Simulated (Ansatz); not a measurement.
# ZrO2: the cost of one run

Computed with Ansatz 0.2.0 (DFT r2SCAN, scalar-relativistic, plane waves, PAW, unless a step's input says otherwise).

1 further run of the same task is left out (set aside as unsound or not needed). Runs told in other sessions of the task aren't counted.

### Step 1. The structure to begin with

It takes space group P4_2/nmc (No. 137, tetragonal). Conventional cell: a = 3.601 Å, b = 3.601 Å, c = 5.228 Å, α = 90.00°, β = 90.00°, γ = 90.00°. Around Zr (site symmetry -4m2) lie 4 O at 2.07 Å. Around O (site symmetry 2mm) lie 2 Zr at 2.07 Å.

Coordinates:

```
Zr O
1.0
     3.60145    0.00000    0.00000
     0.00000    3.60145    0.00000
     0.00000    0.00000    5.22811
Zr O
2 4
Direct
  0.00000 0.00000 0.00000
  0.50000 0.50000 0.50000
  0.00000 0.50000 0.19678
  0.00000 0.50000 0.69678
  0.50000 0.00000 0.30322
  0.50000 0.00000 0.80322
```

This cell was relaxed beforehand with the same method: volume 11.30 Å³/atom, gap on the mesh 4.62 eV.

### Step 2. The reference cell

The reference gives a free energy of -10676.2959 eV, pressure -0.02 GPa, largest force 0.000 eV/Å and gap on the mesh 4.62 eV. It was computed beforehand with the settings of the runs below.

### Step 3. Zone-centre phonons by finite displacements

The input, input.yaml:

```yaml
crystal:
  lattice:
    - [3.60145267, 0.0, 0.0]
    - [0.0, 3.60145267, 0.0]
    - [0.0, 0.0, 5.2281148161]
  atoms:
    - { symbol: Zr, position: [0.0, 0.0, 0.0] }
    - { symbol: Zr, position: [0.5, 0.5, 0.5] }
    - { symbol: O, position: [0.0, 0.5, 0.1967750514] }
    - { symbol: O, position: [0.0, 0.5, 0.6967750514] }
    - { symbol: O, position: [0.5, 0.0, 0.3032249486] }
    - { symbol: O, position: [0.5, 0.0, 0.8032249486] }
basis:
  ecutwfc: 500
kpoints:
  mp_grid: { grid: [6, 6, 6] }
hamiltonian:
  xc: r2scan
scf:
  occupations: { method: gaussian, width: 0.05 }
output:
  eigenvalues: true
phonons:
  method: fd
  supercell: [1, 1, 1]
  amplitude: 0.02
  eigenvectors: true
  dielectric: false
```

The run is started by

```sh
$ ansatz run input.yaml --threads 2 --pin off --max-ram 5120MiB --backend cpu --events-out ev --progress --plain --runs-dir out
```

Q: Estimate wall time and peak memory on 2 threads of Arm Neoverse V1, shared host.

About 98 s, with a peak of 0.86 GiB.
